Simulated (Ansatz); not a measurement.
**Te and the effect of the functional**

```yaml
crystal:
  lattice:
    - [3.82029, -2.14820, 0.00000]
    - [3.82029, 2.14820, 0.00000]
    - [-0.09429, 0.00000, 5.97609]
  atoms:
    - { symbol: Te, position: [0.00000, 0.00000, 0.00000] }
    - { symbol: Te, position: [0.30945, 0.30945, 0.33881] }
    - { symbol: Te, position: [0.69055, 0.69055, 0.66119] }
```

This isn't the form of Te at room conditions, which is trigonal, of chains.

Kept alike: task band structure; k mesh 7 × 7 × 5; occupations fermi-dirac, width 0.05 eV; no spin polarisation. Program: Ansatz, Ansatz PAW. Cutoffs run from 420 to 500 eV. The mesh is that of the run's cell of 3 atoms. No spin-orbit coupling.

| functional | pressure (GPa) |
| --- | --- |
| LDA | -2.85 |
| PBEsol | -1.89 |
| r2SCAN | 0.08 |

Pressure is positive in compression, with a Pulay correction for the finite cutoff. For a metal such a mesh leaves the last digits unconverged. All rows use potentials made for PBE.

Question: What does the functional change here?

Answer: The pressure runs from -2.85 (LDA) to 0.08 GPa (r2SCAN).
